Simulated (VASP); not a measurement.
# AlNi under changes of volume

One of the cells (12.196 Å³/atom); the others are scaled copies at fixed shape and fractional positions:

```
CELL_PARAMETERS angstrom
2.90008 0.00000 0.00000
0.00000 2.90008 0.00000
0.00000 0.00000 2.90008
ATOMIC_POSITIONS crystal
Ni 0.50000 0.50000 0.50000
Al 0.00000 0.00000 0.00000
```

- Program: VASP 6.6.1
- Functional: PBE
- Potentials or basis: VASP PAW PBE potentials, release 64 (Ni, Al)
- Cutoff: 520 eV
- k mesh: 9 × 9 × 9
- Occupations: fermi-dirac, width 0.05 eV
- Spin: collinear spin, ferromagnetic start
- Starting moments: [1.0, 0.0] μB

| volume (Å³/atom) | energy over the lowest point (meV/atom) | pressure (GPa) |
| --- | --- | --- |
| 11.239 | 34.18 | 13.8 |
| 11.478 | ? | ? |
| 11.717 | 5.90 | 5.5 |
| 12.196 | 0.00 | -1.2 |
| 12.435 | 4.07 | -4.1 |
| 12.674 | 12.19 | -6.7 |

Question: What does the run at 11.478 Å³/atom give?

Answer: Energy over the lowest point 16.94 meV/atom; pressure 9.4 GPa.

Worked out: A Birch-Murnaghan fit of order 3 (a polynomial in V^(-2/3)) to the other rows has its minimum at 12.10 Å³/atom with B0 = V·E''(V) = 159 GPa and B' = 4.4. It gives 16.94 meV/atom at 11.478 Å³/atom, against the run's 16.94, and -dE/dV = 9.4 GPa, against 9.4.

Energies are extrapolated to zero smearing.
